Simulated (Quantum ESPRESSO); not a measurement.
# LiF (Griceite) (P1) in Quantum ESPRESSO: convergence with wavefunction cutoff

Aim: find how far wavefunction cutoff must go before the results for LiF (Griceite) settle, at PBE. This setting moves, with any that are tied to it; all else stays.

Program: Quantum ESPRESSO 7.5. These are calculated values, not measurements. Logs are shortened: lines on timing, memory, paths and dates and some standing lists are left out, and cuts for length are marked.

### 1 The cell of the first run

The typed cell holds 2 atoms: a = 2.848 Å, b = 2.848 Å, c = 2.848 Å, α = 60.00°, β = 60.00°, γ = 60.00°.

The cell isn't the ideal one: atoms moved at random, drawn with an rms of 0.05 Å.

### 2 With wavefunction cutoff 28 Ry

Contents of pw.in:

```
&CONTROL
  calculation = 'scf'
  prefix = 'pwscf'
  outdir = './tmp'
  pseudo_dir = './pseudo'
  tprnfor = .true.
  tstress = .true.
  disk_io = 'nowf'
/
&SYSTEM
  ibrav = 0
  nat = 2
  ntyp = 2
  ecutwfc = 28
  nbnd = 10
  occupations = 'smearing'
  smearing = 'fd'
  degauss = 0.00734986
/
&ELECTRONS
  conv_thr = 4d-10
  electron_maxstep = 120
  mixing_beta = 0.5
/
ATOMIC_SPECIES
F     18.9984 09_F_7_1.5_1.5_pbe_n_v1.0.upf
Li     6.9400 03_Li_3_1.6_1.6_pbe_v1.0.upf
CELL_PARAMETERS angstrom
   0.0000000000    2.0140000000    2.0140000000
   2.0140000000    0.0000000000    2.0140000000
   2.0140000000    2.0140000000    0.0000000000
ATOMIC_POSITIONS crystal
F      0.5146860000    0.4798640000    0.5202120000
Li     0.0101770000   -0.0006530000    0.0105960000
K_POINTS automatic
11 11 11 0 0 0
```

Potentials or basis: SPMS 1.0 PBE.

Launch:

```sh
> OMP_NUM_THREADS=1 pw.x -in pw.in > pw.out
```

It took 18 s on 1 thread of Arm Neoverse V1, shared host; peak memory 0.05 GiB.

What came out:

| Property | Result |
| --- | --- |
| Free energy | -850.0504 eV |
| Largest force | 0.396 eV/Å |
| Band gap on the k mesh | 7.98 eV, indirect (least direct gap 8.22 eV) |

### 3 With wavefunction cutoff 35 Ry

pw.in: that of step 2 with these lines changed.

```diff
@@ -13,3 +13,3 @@
   ntyp = 2
-  ecutwfc = 28
+  ecutwfc = 35
   nbnd = 10
```

Potentials or basis: SPMS 1.0 PBE.

Launch:

```sh
> OMP_NUM_THREADS=1 pw.x -in pw.in > pw.out
```

Run time: 41 s. Hardware: 1 thread of Arm Neoverse V1, shared host; peak memory 0.06 GiB.

Results:

```
Free energy            : -859.3642 eV
Largest force          : 0.061 eV/Å
Band gap on the k mesh : 8.66 eV, indirect (least direct gap 8.77 eV)
```

### 4 With wavefunction cutoff 42 Ry

pw.in: that of step 3 with these lines changed.

```diff
@@ -13,3 +13,3 @@
   ntyp = 2
-  ecutwfc = 35
+  ecutwfc = 42
   nbnd = 10
```

Launch:

```sh
> OMP_NUM_THREADS=1 pw.x -in pw.in > pw.out
```

Run time: 55 s. Hardware: 1 thread of Arm Neoverse V1, shared host; peak memory 0.08 GiB.

What came out:

* Free energy: -863.6807 eV
* Largest force: 0.055 eV/Å
* Band gap on the k mesh: 9.11 eV, indirect (least direct gap 9.12 eV)

### 5 With wavefunction cutoff 49 Ry

pw.in: that of step 4 with these lines changed.

```diff
@@ -13,3 +13,3 @@
   ntyp = 2
-  ecutwfc = 42
+  ecutwfc = 49
   nbnd = 10
```

Launch:

```sh
> OMP_NUM_THREADS=1 pw.x -in pw.in > pw.out
```

Wall time 58 s (1 thread of Arm Neoverse V1, shared host); peak memory 0.09 GiB.

Results:

```
Free energy            : -865.4044 eV
Largest force          : 0.081 eV/Å
Band gap on the k mesh : 9.05 eV, direct
```

### 6 With wavefunction cutoff 56 Ry

pw.in: that of step 5 with these lines changed.

```diff
@@ -13,3 +13,3 @@
   ntyp = 2
-  ecutwfc = 49
+  ecutwfc = 56
   nbnd = 10
```

Potentials or basis: SPMS 1.0 PBE.

Launch:

```sh
> OMP_NUM_THREADS=1 pw.x -in pw.in > pw.out
```

It took 50 s on 1 thread of Arm Neoverse V1, shared host; peak memory 0.11 GiB.

Results (log left out):

```yaml
Free_energy: -866.0298 eV
Largest_force: 0.078 eV/Å
Band_gap_on_the_k_mesh: 9.11 eV, direct
```

### 7 With wavefunction cutoff 63 Ry

pw.in: that of step 6 with these lines changed.

```diff
@@ -13,3 +13,3 @@
   ntyp = 2
-  ecutwfc = 56
+  ecutwfc = 63
   nbnd = 10
```

Launch:

```sh
> OMP_NUM_THREADS=1 pw.x -in pw.in > pw.out
```

Wall time 81 s (1 thread of Arm Neoverse V1, shared host); peak memory 0.12 GiB.

The run converged. Its results:

| Property | Result |
| --- | --- |
| Free energy | -866.2120 eV |
| Largest force | 0.077 eV/Å |
| Band gap on the k mesh | 9.13 eV, direct |

### 8 With wavefunction cutoff 70 Ry

pw.in: that of step 7 with these lines changed.

```diff
@@ -13,3 +13,3 @@
   ntyp = 2
-  ecutwfc = 63
+  ecutwfc = 70
   nbnd = 10
```

Launch:

```sh
> OMP_NUM_THREADS=1 pw.x -in pw.in > pw.out
```

Wall time 89 s (1 thread of Arm Neoverse V1, shared host); peak memory 0.14 GiB.

Results (log left out):

- Free energy: -866.2545 eV
- Largest force: 0.077 eV/Å
- Band gap on the k mesh: 9.13 eV, direct

### 9 With wavefunction cutoff 84 Ry

pw.in: that of step 8 with these lines changed.

```diff
@@ -13,3 +13,3 @@
   ntyp = 2
-  ecutwfc = 70
+  ecutwfc = 84
   nbnd = 10
```

Potentials or basis: SPMS 1.0 PBE.

Launch:

```sh
> OMP_NUM_THREADS=1 pw.x -in pw.in > pw.out
```

It took 80 s on 1 thread of Arm Neoverse V1, shared host; peak memory 0.18 GiB.

It converged, with:

- Free energy: -866.2615 eV
- Largest force: 0.077 eV/Å
- Band gap on the k mesh: 9.13 eV, direct

### 10 With wavefunction cutoff 105 Ry

pw.in: that of step 9 with these lines changed.

```diff
@@ -13,3 +13,3 @@
   ntyp = 2
-  ecutwfc = 84
+  ecutwfc = 105
   nbnd = 10
```

Potentials or basis: SPMS 1.0 PBE.

Launch:

```sh
> OMP_NUM_THREADS=1 pw.x -in pw.in > pw.out
```

pw.out:

```text
This program is part of the open-source Quantum ESPRESSO suite
     for quantum simulation of materials; please cite
[... 6 lines left out ...]
     --------------------
     sticks:   dense  smooth     PW     G-vecs:    dense   smooth      PW
     Sum         847     847    253                16145    16145    2733

     Using Slab Decomposition

     bravais-lattice index     =            0
     lattice parameter (alat)  =       5.3824  a.u.
     unit-cell volume          =     110.2567 (a.u.)^3
     number of atoms/cell      =            2
     number of atomic types    =            2
     number of electrons       =        10.00
     number of Kohn-Sham states=           10
     kinetic-energy cutoff     =     105.0000  Ry
     charge density cutoff     =     420.0000  Ry
     scf convergence threshold =      4.0E-10
     mixing beta               =       0.5000
     number of iterations used =            8  plain     mixing
     Exchange-correlation= PBE
                           (   1   4   3   4   0   0   0)

     celldm(1)=   5.382367  celldm(2)=   0.000000  celldm(3)=   0.000000
     celldm(4)=   0.000000  celldm(5)=   0.000000  celldm(6)=   0.000000

     crystal axes: (cart. coord. in units of alat)
               a(1) = (   0.000000   0.707107   0.707107 )
               a(2) = (   0.707107   0.000000   0.707107 )
               a(3) = (   0.707107   0.707107   0.000000 )

     reciprocal axes: (cart. coord. in units 2 pi/alat)
               b(1) = ( -0.707107  0.707107  0.707107 )
               b(2) = (  0.707107 -0.707107  0.707107 )
               b(3) = (  0.707107  0.707107 -0.707107 )

     PseudoPot. # 1 for F  read from file:
     09_F_7_1.5_1.5_pbe_n_v1.0.upf
     Pseudo is Norm-conserving + core correction, Zval =  7.0
     Generated using ONCVPSP code by D. R. Hamann
     Using radial grid of  834 points,  5 beta functions with:
                l(1) =   0
                l(2) =   0
                l(3) =   1
                l(4) =   1
                l(5) =   2

     PseudoPot. # 2 for Li read from file:
     03_Li_3_1.6_1.6_pbe_v1.0.upf
     Pseudo is Norm-conserving, Zval =  3.0
     Generated using ONCVPSP code by D. R. Hamann
     Using radial grid of 1938 points,  4 beta functions with:
                l(1) =   0
                l(2) =   0
                l(3) =   1
                l(4) =   1

     atomic species   valence    mass     pseudopotential
     F                 7.00    18.99840     F ( 1.00)
     Li                3.00     6.94000     Li( 1.00)

     No symmetry found

   Cartesian axes

     site n.     atom                  positions (alat units)
         1        F      tau(   1) = (   0.7071605   0.7317834   0.7032530  )
         2        Li     tau(   2) = (   0.0070308   0.0146887   0.0067345  )

     number of k points=   666  Fermi-Dirac smearing, width (Ry)=  0.0073

     Number of k-points >= 100: set verbosity='high' to print them.

     Dense  grid:    16145 G-vectors     FFT dimensions: (  36,  36,  36)

     Initial potential from superposition of free atoms

     starting charge       9.9954, renormalised to      10.0000
     Starting wfcs are    6 randomized atomic wfcs +    4 random wfcs

     Self-consistent Calculation

     iteration #  1     ecut=   105.00 Ry     beta= 0.50
     Davidson diagonalization with overlap
     ethr =  1.00E-02,  avg # of iterations =  5.2

     total energy              =     -63.63581711 Ry
     estimated scf accuracy    <       0.11920772 Ry

     iteration #  2     ecut=   105.00 Ry     beta= 0.50
     Davidson diagonalization with overlap
     ethr =  1.19E-03,  avg # of iterations =  2.0

     total energy              =     -63.66705717 Ry
     estimated scf accuracy    <       0.01166675 Ry

     iteration #  3     ecut=   105.00 Ry     beta= 0.50
     Davidson diagonalization with overlap
     ethr =  1.17E-04,  avg # of iterations =  1.4

     total energy              =     -63.66893368 Ry
     estimated scf accuracy    <       0.00133657 Ry

     iteration #  4     ecut=   105.00 Ry     beta= 0.50
     Davidson diagonalization with overlap
     ethr =  1.34E-05,  avg # of iterations =  2.4

     total energy              =     -63.66905245 Ry
     estimated scf accuracy    <       0.00003483 Ry

     iteration #  5     ecut=   105.00 Ry     beta= 0.50
     Davidson diagonalization with overlap
     ethr =  3.48E-07,  avg # of iterations =  1.6

     total energy              =     -63.66905555 Ry
     estimated scf accuracy    <       0.00000385 Ry

     iteration #  6     ecut=   105.00 Ry     beta= 0.50
     Davidson diagonalization with overlap
     ethr =  3.85E-08,  avg # of iterations =  2.0

     total energy              =     -63.66905634 Ry
     estimated scf accuracy    <       0.00000002 Ry

     iteration #  7     ecut=   105.00 Ry     beta= 0.50
     Davidson diagonalization with overlap
     ethr =  1.65E-10,  avg # of iterations =  2.0

     total energy              =     -63.66905635 Ry
     estimated scf accuracy    <          2.5E-09 Ry

     iteration #  8     ecut=   105.00 Ry     beta= 0.50
     Davidson diagonalization with overlap
     ethr =  2.52E-11,  avg # of iterations =  2.0

     End of self-consistent calculation

     Number of k-points >= 100: set verbosity='high' to print the bands.

     the Fermi energy is     4.7984 ev

!    total energy              =     -63.66905635 Ry
     estimated scf accuracy    <          1.8E-10 Ry
     smearing contrib. (-TS)   =       0.00000000 Ry
     internal energy E=F+TS    =     -63.66905635 Ry

     The total energy is F=E-TS. E is the sum of the following terms:
     one-electron contribution =     -24.67592854 Ry
     hartree contribution      =      16.38058612 Ry
     xc contribution           =     -14.43145335 Ry
     ewald contribution        =     -40.94226058 Ry

     convergence has been achieved in   8 iterations

     Forces acting on atoms (cartesian axes, Ry/au):

     atom    1 type  1   force =     0.00127635   -0.00183957    0.00195286
     atom    2 type  2   force =    -0.00127635    0.00183957   -0.00195286

     Total force =     0.004202     Total SCF correction =     0.000016

     Computing stress (Cartesian axis) and pressure

          total   stress  (Ry/bohr**3)                   (kbar)     P=       19.98
   0.00013257   0.00000064  -0.00000068           19.50        0.09       -0.10
   0.00000064   0.00013693   0.00000097            0.09       20.14        0.14
  -0.00000068   0.00000097   0.00013799           -0.10        0.14       20.30

=------------------------------------------------------------------------------=
   JOB DONE.
=------------------------------------------------------------------------------=
```

Wall time 2.7 min (1 thread of Arm Neoverse V1, shared host); peak memory 0.24 GiB.

Results:

| Quantity | Value |
| --- | --- |
| Free energy | -866.2616 eV |
| Pressure | 2.0 GPa |
| Largest force | 0.076 eV/Å |
| Band gap on the k mesh | 9.13 eV, direct |

### 11 Summary

```tsv
wavefunction cutoff	energy less the tightest run, at zero smearing (meV/atom)	largest force (eV/Å)	gap on the mesh (eV)	SCF cycles	CPU time (s)	peak memory (GiB)
28 Ry	8105.62	0.396	7.985	9	18	0.05
35 Ry	3448.71	0.061	8.665	7	41	0.06
42 Ry	1290.48	0.055	9.106	9	55	0.08
49 Ry	428.64	0.081	9.048	9	58	0.09
56 Ry	115.93	0.078	9.107	8	50	0.11
63 Ry	24.84	0.077	9.131	8	81	0.12
70 Ry	3.57	0.077	9.127	8	89	0.14
84 Ry	0.07	0.077	9.127	8	80	0.18
105 Ry	0.00	0.076	9.127	8	160	0.24
```

Against the tightest run, the energy stays within 1 meV/atom from 84 Ry on; the largest force stays within 0.005 eV/Å from 49 Ry on; the gap on the mesh stays within 0.01 eV from 63 Ry on. The tightest run that finished is the yardstick and may itself not be fully converged.

Caveats: an odd mesh through Γ misses points on the zone boundary, where band edges often lie.
